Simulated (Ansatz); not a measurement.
The system is Cd.

```
CELL_PARAMETERS angstrom
3.09307 0.00000 0.00000
-1.54653 2.67868 0.00000
0.00000 0.00000 10.43074
ATOMIC_POSITIONS crystal
Cd 0.66667 0.33333 0.75000
Cd 0.00000 0.00000 0.50000
Cd 0.33333 0.66667 0.25000
Cd 0.00000 0.00000 0.00000
```

- Program: Ansatz 0.2.0
- Task: single point
- Functional: PBE
- Potentials or basis: Ansatz PAW
- Cutoff: 420 eV (not typed: the program's choice for these potentials)
- k mesh: 10 × 10 × 3
- Occupations: fermi-dirac, width 0.05 eV
- Spin: no spin polarisation

On this cell: pressure 2.7 GPa; largest force under 0.003 eV/Å; band gap on the k mesh none (metal or under the smearing width).

The same run follows on a disturbed copy (atoms moved at random, drawn with an rms of 0.05 Å):

```xyz
4
Lattice="3.0931 0.0000 0.0000 -1.5465 2.6787 0.0000 0.0000 0.0000 10.4307" Properties=species:S:1:pos:R:3 pbc="T T T"
Cd    1.5974    0.8909    7.8108
Cd    0.0245    0.0389    5.1905
Cd   -0.0501    1.7865    2.5891
Cd   -0.0096   -0.0604   -0.0258
```

Problem. What does the disturbed cell give?

Solution. The energy (extrapolated to zero smearing) moves by +0.5 meV/atom; pressure 2.7 GPa; largest force 0.047 eV/Å; band gap on the k mesh none (metal or under the smearing width).

Forces in eV/Å, atoms in the order of the input:
```
Cd  -0.010 -0.005 -0.046
Cd  -0.008 -0.014  0.033
Cd   0.016 -0.004 -0.022
Cd   0.002  0.023  0.035
```

Stress tensor (GPa, compression positive):
```
2.73 0.21 0.00
0.21 2.76 0.01
0.00 0.01 2.63
```
